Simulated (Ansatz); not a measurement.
# Lattice vibrations of TaN at Γ at 50 GPa

These are results of Ansatz 0.2.0, DFT PBEsol, scalar-relativistic, plane waves, PAW, not measurements. Settings: 420 eV plane-wave cutoff, Γ-centred 18×18×14 mesh, Fermi-Dirac smearing of 0.15 eV. No spin polarisation. Phonons by linear response, acoustic sum rule imposed.

The cell, relaxed at 50 GPa:
```
CELL_PARAMETERS angstrom
2.81278 0.00000 0.00000
-1.40639 2.43594 0.00000
0.00000 0.00000 2.78053
ATOMIC_POSITIONS crystal
Ta 0.33333 0.66667 0.50000
N 0.00000 0.00000 0.00000
```

In a metal, frequencies and elastic constants depend on the k mesh and the smearing, soft modes and shear constants most. Spin–orbit coupling is left out, which matters for heavy elements. Other phases may be more stable at this pressure. A semilocal functional can close a gap that the real compound has.

Optical modes at Γ; i marks an imaginary frequency:
| frequency (cm⁻¹) | degeneracy |
| --- | --- |
| 630 | 2 |
| 694 | 1 |

All 3 optical modes at Γ are real: no displacement of atoms at fixed cell lowers the energy to second order. Strains and modes at other wave vectors aren't tested by this run.

This form isn't the usual stable structure of the compound at low pressure.

Cost: 1 run of about 2 core-minutes, on AMD EPYC 7R43 (Zen 3) (shared hosts).